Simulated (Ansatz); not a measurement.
# Dielectric response of LiF (110) films, part 4 of 5

How well do thin rocksalt LiF (110) films screen a perpendicular field?

Ansatz 0.2.0; plane-wave DFT, PBE, Ansatz PAW (the session's first sound run).

So far. Step 19 (Atoms held, 24 atoms, units 12, field -0.1 V/Å): The dipole is -0.0590 e·Å, and the gap on the mesh 5.220 eV. Step 20 (Response with the atoms held, 24 atoms, units 12): The induced dipole is that of a conductor 9.29 Å thick.

## (21) Field on, atoms free, 24 atoms, units 12, field 0.05 V/Å

This step: plane-wave DFT, PBE, Ansatz PAW (Ansatz 0.2.0).

The same pair of relaxations in the field for this thickness.

The input, input.yaml:

```yaml
crystal:
  lattice:
    - [2.84964033, 0.0, 0.0]
    - [0.0, 4.03, 0.0]
    - [0.0, 0.0, 33.673021805]
  atoms:
    - { symbol: Li, position: [0.5, 0.5, 0.269259101] }
    - { symbol: F, position: [0.5, 0.0, 0.2651212024] }
    - { symbol: Li, position: [0.0, 0.0, 0.3037800972] }
    - { symbol: F, position: [0.0, 0.5, 0.3060630161] }
    - { symbol: Li, position: [0.5, 0.5, 0.3510023024] }
    - { symbol: F, position: [0.5, 0.0, 0.3500304555] }
    - { symbol: Li, position: [0.0, 0.0, 0.3921707999] }
    - { symbol: F, position: [0.0, 0.5, 0.3926500249] }
    - { symbol: Li, position: [0.5, 0.5, 0.4358903317] }
    - { symbol: F, position: [0.5, 0.0, 0.4356548286] }
    - { symbol: Li, position: [0.0, 0.0, 0.4783954101] }
    - { symbol: F, position: [0.0, 0.5, 0.4785422234] }
    - { symbol: Li, position: [0.5, 0.5, 0.5216045897] }
    - { symbol: F, position: [0.5, 0.0, 0.521457776] }
    - { symbol: Li, position: [0.0, 0.0, 0.5641096679] }
    - { symbol: F, position: [0.0, 0.5, 0.5643451708] }
    - { symbol: Li, position: [0.5, 0.5, 0.6078291999] }
    - { symbol: F, position: [0.5, 0.0, 0.6073499745] }
    - { symbol: Li, position: [0.0, 0.0, 0.6489976971] }
    - { symbol: F, position: [0.0, 0.5, 0.6499695454] }
    - { symbol: Li, position: [0.5, 0.5, 0.6962199027] }
    - { symbol: F, position: [0.5, 0.0, 0.693936985] }
    - { symbol: Li, position: [0.0, 0.0, 0.7307408994] }
    - { symbol: F, position: [0.0, 0.5, 0.7348787983] }
kpoints:
  mp_grid: { grid: [10, 6, 1] }
hamiltonian:
  xc: pbe
scf:
  occupations: { method: fixed }
  convergence: { dr2_threshold: 1.0e-10 }
efield:
  axis: 3
  dipole_correction: true
  ramp_position: 0.97
  ramp_width: 0.06
  amplitude: 0.05
relax:
  f_tol: 0.0006
  max_steps: 70
output:
  write_potential: true
  write_density: true
  volumetric_format: npy
```

On the command line:

```sh
$ ansatz run input.yaml --threads 8 --pin off --max-ram 12288MiB --backend cpu --events-out ev --progress --plain --runs-dir out
```

Numbers of over 12 decimals in the logs are rounded to 6 here.

The program printed:

```text
[...]
Crystal: 24 atoms, lattice volume = 386.703 Å³
Basis set: ecut = 420 eV, 7589 PW (Γ), exchange–correlation on 40×54×480 points (8 copies of the dense FFT grid, shifted against one another)
Bands: 84, of which v1, the nominal top of the filled ones, is band 60 counted from 1 (59 counted from 0)
Symmetry: 4 space group operations
k-points: 24 of 60
[...]
- { symbol: F, position: [0.0, 0.5, 0.564287] }
    - { symbol: Li, position: [0.5, 0.5, 0.607869] }
    - { symbol: F, position: [0.5, 0.0, 0.607302] }
    - { symbol: Li, position: [0.0, 0.0, 0.649055] }
    - { symbol: F, position: [0.0, 0.5, 0.649897] }
    - { symbol: Li, position: [0.5, 0.5, 0.696241] }
    - { symbol: F, position: [0.5, 0.0, 0.693898] }
    - { symbol: Li, position: [0.0, 0.0, 0.730804] }
    - { symbol: F, position: [0.0, 0.5, 0.734790] }
[key lines of the parts left out:]
SCF converged after 5 iterations
Free energy (F): -12192.968034 eV
Fermi energy:    -2.638837 eV
Dipole field:    D = 0.024209 V/Å  (p = 0.051735 e·Å, saw-weighted, corrected)
```

It took 65 s on 8 threads of Arm Neoverse N1, shared host; peak memory 1.7 GiB.

Hardly anything moved in the relaxation; the energy changed by under 0.2 meV an atom.

The relaxation took 4 steps and lowered the energy by 5.6e-4 eV; the largest force on the free atoms ends at 4.5e-4 eV/Å.

The dipole is 0.0517 e·Å, and the gap on the mesh 6.007 eV.

## (22) Field on, atoms free, 24 atoms, units 12, field -0.05 V/Å

The opposite sign, again from the field-free geometry; the difference of the two cancels what relaxes without a field.

input.yaml, as its differences from that of step 21:

```diff
@@ -42,3 +42,3 @@
   ramp_width: 0.06
-  amplitude: 0.05
+  amplitude: -0.05
 relax:
```

The program printed:

```text
[...]
Crystal: 24 atoms, lattice volume = 386.703 Å³
Basis set: ecut = 420 eV, 7589 PW (Γ), exchange–correlation on 40×54×480 points (8 copies of the dense FFT grid, shifted against one another)
Bands: 84, of which v1, the nominal top of the filled ones, is band 60 counted from 1 (59 counted from 0)
Symmetry: 4 space group operations
k-points: 24 of 60
[...]
- { symbol: F, position: [0.0, 0.5, 0.564398] }
    - { symbol: Li, position: [0.5, 0.5, 0.607779] }
    - { symbol: F, position: [0.5, 0.0, 0.607390] }
    - { symbol: Li, position: [0.0, 0.0, 0.648925] }
    - { symbol: F, position: [0.0, 0.5, 0.650027] }
    - { symbol: Li, position: [0.5, 0.5, 0.696180] }
    - { symbol: F, position: [0.5, 0.0, 0.693953] }
    - { symbol: Li, position: [0.0, 0.0, 0.730657] }
    - { symbol: F, position: [0.0, 0.5, 0.734948] }
[key lines of the parts left out:]
SCF converged after 5 iterations
Free energy (F): -12192.968034 eV
Fermi energy:    -2.638837 eV
Dipole field:    D = -0.024209 V/Å  (p = -0.051735 e·Å, saw-weighted, corrected)
```

Run time: 65 s. Hardware: 8 threads; peak memory 1.7 GiB; 8.3 min of CPU time.

No atom moved by 0.005 Å in the relaxation.

The relaxation took 4 steps and lowered the energy by 5.6e-4 eV; the largest force on the free atoms ends at 4.5e-4 eV/Å.

The dipole is -0.0517 e·Å, and the gap on the mesh 6.007 eV.

## (23) Response with the atoms relaxed, 24 atoms, units 12

This step: plane-wave DFT, PBE, Ansatz PAW; response to a field along the normal, atoms relaxed (Ansatz 0.2.0).

This step gave:

* equivalent conductor thickness p/(ε₀AE): 16.30 Å
* inner field over outer field: 0.09796
* local ε in the middle: 10.21

Local field over the applied field, running mean. From the potentials at -0.05 and 0.05 V/Å; running mean over 1.425 Å, taken twice. The local field over applied field by z:

z (Å), local field over applied field and a bar:
```
        5      0.999 ##############################
        6      0.992 ##############################
        7      0.870 ##########################
        8      0.509 ###############
        9      0.159 #####
       10      0.023 
       11      0.168 #####
       12      0.083 ##
       13      0.072 ##
       14      0.113 ###
       15      0.082 ##
       16      0.088 ##
       17      0.102 ###
       18      0.080 ##
       19      0.093 ###
       20      0.111 ###
       21      0.059 ##
       22      0.122 ###
       23      0.138 ####
       24      0.006 
       25      0.284 ########
       26      0.632 ###################
       27      0.954 #############################
       28      0.997 ##############################
       29      1.000 ##############################
```

The induced dipole is that of a conductor 16.30 Å thick.

## (24) Electronic ε from the series

This step: plane-wave DFT, PBE, Ansatz PAW; permittivity from the thickness series, atoms held (Ansatz 0.2.0).

Each added layer adds t(1 − 1/ε) to the dipole term, so the slope against thickness gives ε without a choice of where the film ends.

This step gave:

```yaml
slope: 0.5131
intercept_of_the_fit: 1.170 Å
eps_of_the_interior: 2.054
```

Equivalent conductor thickness against distance between the outer atoms:

```tsv
distance between the outer atoms (Å)	equivalent conductor thickness (Å)
5.70	4.10
10.04	6.32
15.82	9.29
```

By hand, from the thinnest and the thickest film: slope = (9.289 − 4.097) / (15.818 − 5.698) = 0.513, so ε = 1/(1 − 0.513) = 2.05.

## (25) Static ε from the series

This step: plane-wave DFT, PBE, Ansatz PAW; permittivity from the thickness series, atoms relaxed (Ansatz 0.2.0).

The same fit for the relaxed films. The nearer its slope lies to 1, the more ε hangs on small errors.

Numbers from this step:

```
slope                : 0.8976
intercept of the fit : 2.105 Å
ε of the interior    : 9.769
```

Equivalent conductor thickness against distance between the outer atoms:

```tsv
distance between the outer atoms (Å)	equivalent conductor thickness (Å)
5.70	7.22
15.82	16.3
```

By hand, from the thinnest and the thickest film: slope = (16.304 − 7.221) / (15.818 − 5.699) = 0.898, so ε = 1/(1 − 0.898) = 9.77. One nm of such a film has the capacitance of 3.9/9.77 = 0.40 nm of SiO₂ (its equivalent oxide thickness).

## (26) The bulk crystal

This step: plane-wave DFT, PBE, Ansatz PAW (Ansatz 0.2.0).

System of this step: rocksalt LiF. It takes space group Fm-3m (No. 225, cubic). The conventional cell has a = 4.030 Å, b = 4.030 Å, c = 4.030 Å, α = 90.00°, β = 90.00°, γ = 90.00°. Nearest to Li lie 6 F at 2.02 Å. Nearest to F lie 6 Li at 2.02 Å. Farther neighbours and most contacts between anions are not listed.

Band edges are better read in the bulk than in a thin slab, where confinement and surface states shift them. The bulk run gives them against its mean potential.

The input, input.yaml:

```yaml
crystal:
  lattice:
    - [0.0, 2.015, 2.015]
    - [2.015, 0.0, 2.015]
    - [2.015, 2.015, 0.0]
  atoms:
    - { symbol: Li, position: [0.0, 0.0, 0.0] }
    - { symbol: F, position: [0.5, 0.5, 0.5] }
kpoints:
  mp_grid: { grid: [12, 12, 12] }
  band_path: { path: [VBM, CBM], npoints: 1 }
hamiltonian:
  xc: pbe
scf:
  occupations: { method: fixed }
  convergence: { dr2_threshold: 1.0e-09 }
output:
  eigenvalues: true
checkpoint:
  write: bulk.run
  compress: false
  write_wavefunctions: false
```

The program printed:

```text
[...]
Crystal: 2 atoms, lattice volume = 16.363 Å³
Basis set: ecut = 420 eV, 331 PW (Γ)
Bands: 9, of which v1, the nominal top of the filled ones, is band 5 counted from 1 (4 counted from 0)
Symmetry: 48 space group operations
[...]
k-points: 72 of 1728
[...]
SCF iter   1: F=—  HF=-1016.167981 eV  |F-HF|=—  |Δ(HF+E_count)|=         —  Δρ=1.01e-3  dr2=9.13e-5  ethr=1.77e-3  ⟨swp⟩=3.9  Hψ=3657  notcnv=0  defer=106
[...]
SCF iter   9: F=-1016.167787 eV  HF=-1016.167787 eV  |F-HF|=7.53e-11  |Δ(HF+E_count)|=  7.71e-10  Δρ=8.84e-7  dr2=8.84e-11  ethr=1.00e-11  ⟨swp⟩=2.0  Hψ=1224  notcnv=0
SCF 1 converged in 9 iterations: F = -1016.167787 eV  dr2 = 8.84e-11
[...]
SCF converged after 9 iterations
Free energy (F): -1016.167787 eV
[...]
Internal energy: -1016.167787 eV  (E = F + TS)
E sigma→0 (E₀):  -1016.167787 eV
Fermi energy:    0.986288 eV
[...]
--- Band table (eV; the first three rows and the last of 72) ---
[...]
```

Elapsed: 0.85 s, on 8 threads; peak memory 0.25 GiB; 2.9 s of CPU time.

This step gave:

```
gap on the k-mesh                  : 9.075 eV
gap along the path                 : 9.074 eV
smallest direct gap along the path : 9.076 eV
gap, the smaller of path and mesh  : 9.074 eV
```

The gap is 9.07 eV.

## (27) Band edges against the vacuum, levels PBE

This step: plane-wave DFT, PBE, Ansatz PAW; band edges against the vacuum, bulk levels by PBE (Ansatz 0.2.0).

System of this step: LiF (110), 12 units. The cell holds 24 atoms: 12 Li and 12 F. Its edges and angles: a = 2.850 Å, b = 4.030 Å, c = 33.673 Å, α = 90.0°, β = 90.0°, γ = 90.0°. It derives from LiF (rocksalt LiF). Vacuum lies along c.

The averaged potential in the middle of the thickest slab ties the bulk's levels to the vacuum level.

The input, align.yaml:

```yaml
surface:
  bulk: { run: bulk.run }
  slab: { run: end12.run, axis: 3 }
  face: plus
  period: 1.42482
```

On the command line:

```sh
$ ansatz align-bands align.yaml -- --threads 8 --pin off
```

The program printed:

```text
plus face
ionisation energy 7.812 eV
electron affinity -1.263 eV
  bulk: levels by pbe on the potential of pbe; from 16.12 to 17.55 Å its average varies by 0.1309 eV and climbs by +0.0000; the bulk's density to 1.77 % (its layers are strained against the bulk's: take a thicker slab or side, or run the bulk at their strain)
  vacuum: slopes by 0.0001 eV/Å; line-up 7.0653 eV
  the slab's own level stands +0.613 eV from the bulk's
  of the slab's run: its band edges are its mesh's, and a band can turn off it. A run with kpoints.band_path: { path: [VBM, CBM], npoints: 1 } finds the zone's; the potential's macroscopic average varies by 0.1309 eV from 16.124 to 17.549 Å, more than 0.03 eV: the crystal is too thin there to have an interior, or the window reaches out of it, or the period is not the layers'
```

Elapsed: 0.1 s, on 8 threads.

This step gave:

```yaml
ionisation_energy: 7.812 eV
electron_affinity: -1.263 eV
slab_level_shift: 0.6134 eV
```

Check by hand: ionisation energy less affinity, 7.81 − (-1.26) = 9.07 eV, is the bulk gap at this level.

The program warns that the averaged potential varies by 0.13 eV in the slab's middle, which these edges carry as an error.

## (28) The bulk with HSE06, k-mesh 8×8×8

This step: plane-wave DFT, HSE06, Ansatz PAW (Ansatz 0.2.0).

System of this step: rocksalt LiF. The structure is cubic, space group Fm-3m (No. 225). The conventional cell has a = 4.030 Å, b = 4.030 Å, c = 4.030 Å, α = 90.00°, β = 90.00°, γ = 90.00°. Nearest to Li lie 6 F at 2.02 Å. Nearest to F lie 6 Li at 2.02 Å. Farther neighbours and most contacts between anions are not listed.

A hybrid functional removes part of the gap error, and is affordable in the small bulk cell.

input.yaml, the sections that differ from step 26:

```yaml
kpoints:
  mp_grid: { grid: [8, 8, 8] }
hamiltonian:
  xc: hse06
scf:
  occupations: { method: fixed }
  convergence: { dr2_threshold: 1.0e-08 }
checkpoint:
  write: bulk-hse.run
  compress: false
  write_wavefunctions: false
# crystal, output: as in step 26
```

On the command line:

```sh
$ ansatz run input.yaml --threads 8 --pin off --max-ram 12288MiB --backend cpu --events-out ev --progress --plain --runs-dir out
```

The program printed:

```text
[...]
davidson cushion auto → on  (no smearing: the cushion is to keep the highest requested band from converging to the state above it; pin scf.eigensolver.cushion to override)
Crystal: 2 atoms, lattice volume = 16.363 Å³
Basis set: ecut = 420 eV, 331 PW (Γ)
Bands: 9, of which v1, the nominal top of the filled ones, is band 5 counted from 1 (4 counted from 0)
Symmetry: 48 space group operations
[...]
k-points: 29 of 512
[...]
SCF iter   1: F=—  HF=-1016.167392 eV  |F-HF|=—  |Δ(HF+E_count)|=         —  Δρ=7.64e-4  dr2=4.57e-5  ethr=1.77e-3  ⟨swp⟩=2.0  Hψ=1946  notcnv=0
[...]
SCF iter   2: F=-1016.167531 eV  HF=-1016.167496 eV  |F-HF|=3.52e-5  |Δ(HF+E_count)|=   1.04e-4  Δρ=4.08e-4  dr2=8.28e-6  ethr=4.57e-7  ⟨swp⟩=3.9  Hψ=876  notcnv=0
SCF 1 stopped early in 2 iterations: F = -1016.167531 eV  dr2 = 8.28e-6
[...]
Exchange kernel: α = 0.2500, screened, ω = 0.2079 Å⁻¹, Wigner–Seitz truncation, v(0) = 1046.3205 eV·Å³, q-mesh 8×8×8, nearest image of the exchange supercell L = 22.80 Å, pair-density grid 12×12×12, without the augmentation charges, whose exchange is taken in its separable form by FFT convolution over the k-point mesh (sized by the pseudopotential files, 16×16×16 at the most), smooth part of the exact exchange by density-matrix convolution
Frozen-core exchange: fock
SCF iter   1: F=—  HF=-1016.118734 eV  |F-HF|=—  |Δ(HF+E_count)|=         —  Δρ=8.19e-3  dr2=1.07e-2  ethr=8.28e-7  ⟨swp⟩=5.2  Hψ=1245  notcnv=0
[...]
SCF iter   6: F=-1016.117905 eV  HF=-1016.117905 eV  |F-HF|=4.28e-8  |Δ(HF+E_count)|=   3.78e-6  Δρ=1.93e-5  dr2=2.00e-8  ethr=1.39e-10  ⟨swp⟩=4.0  Hψ=1668  notcnv=0
SCF 2 stopped early in 6 iterations: F = -1016.117905 eV  dr2 = 2.00e-8
[...]
hybrid outer 1: dexx = +2.555e-3 eV, tail = 3.83e-6 eV
[...]
Frozen-core exchange: fock
SCF iter   1: F=—  HF=-1016.118007 eV  |F-HF|=—  |Δ(HF+E_count)|=         —  Δρ=4.95e-5  dr2=1.92e-7  ethr=1.92e-7  ⟨swp⟩=3.0  Hψ=687  notcnv=0
[...]
SCF iter   2: F=-1016.118007 eV  HF=-1016.118007 eV  |F-HF|=1.09e-9  |Δ(HF+E_count)|=   2.14e-8  Δρ=8.71e-6  dr2=5.59e-9  ethr=2.76e-11  ⟨swp⟩=3.0  Hψ=1488  notcnv=0
SCF 3 converged in 2 iterations: F = -1016.118007 eV  dr2 = 5.59e-9
hybrid outer 2: dexx = +5.097e-8 eV, tail = 1.80e-8 eV, Δε = 1.15e-3 eV (about 8.95e-5 eV left of the loop's levels)
hybrid SCF converged: 2 outer / 8 inner (+2 warm-up), last move |dexx| = 5.10e-8 eV, tail = 1.80e-8 eV
[...]
Free energy (F): -1016.118007 eV
Frozen-core exchange: fock
[...]
Internal energy: -1016.118007 eV  (E = F + TS)
E sigma→0 (E₀):  -1016.118007 eV
Fermi energy:    -0.734115 eV
[...]
--- Band table (eV; the first three rows and the last of 29) ---
[...]
```

Run time: 2.6 s. Hardware: 8 threads; peak memory 0.78 GiB.

Numbers from this step:

| Property | Result |
| --- | --- |
| gap on the k-mesh | 11.38 eV |

The gap is 11.38 eV.

## (29) Band edges against the vacuum, levels HSE06

This step: plane-wave DFT, PBE, Ansatz PAW; band edges against the vacuum, bulk levels by HSE06 (Ansatz 0.2.0).

System of this step: LiF (110), 12 units. The cell holds 24 atoms: 12 Li and 12 F. Cell: a = 2.850 Å, b = 4.030 Å, c = 33.673 Å, α = 90.0°, β = 90.0°, γ = 90.0°. It derives from LiF (rocksalt LiF). Vacuum lies along c.

The same line-up with the hybrid's levels.

The input, align.yaml:

```yaml
surface:
  bulk: { run: bulk.run, levels_from: { run: bulk-hse.run } }
  slab: { run: end12.run, axis: 3 }
  face: plus
  period: 1.42482
```

On the command line:

```sh
$ ansatz align-bands align.yaml -- --threads 8 --pin off
```

The program printed:

```text
plus face
ionisation energy 9.533 eV
electron affinity -1.850 eV
  bulk: levels by hse06 on the potential of pbe; from 16.12 to 17.55 Å its average varies by 0.1309 eV and climbs by +0.0000; the bulk's density to 1.77 % (its layers are strained against the bulk's: take a thicker slab or side, or run the bulk at their strain)
  vacuum: slopes by 0.0001 eV/Å; line-up 7.0653 eV
  of the bulk's run: of the levels' run: its band edges are its mesh's, and a band can turn off it. A run with kpoints.band_path: { path: [VBM, CBM], npoints: 1 } finds the zone's; its band edges are of a coarser mesh than the slab's or the interface's, whose density can shift them: a run under levels_from is taken as it is
[...]
```

Run time: 0.12 s. Hardware: 8 threads.

This step gave:

```
ionisation energy : 9.533 eV
electron affinity : -1.850 eV
```

Check by hand: ionisation energy less affinity, 9.53 − (-1.85) = 11.38 eV, is the bulk gap at this level.

The program warns that the averaged potential varies by 0.13 eV in the slab's middle, which these edges carry as an error.

[end of part 4 of 5]

[Logs are printed without paths, hosts, clocks, repeated set-up lines and the standing remarks that a program may print on its own settings, such as how far it seeks lower states.]

[Hosts, paths, dates, database ids (printed as entryN), source tags and the programs' standing remarks are cut or masked in the printed files.]

[Maps of the electrostatic potential energy from Ansatz leave out the sawtooth potential of an applied field or a dipole correction, so their vacuum need not be flat; planar profiles and work functions include it.]
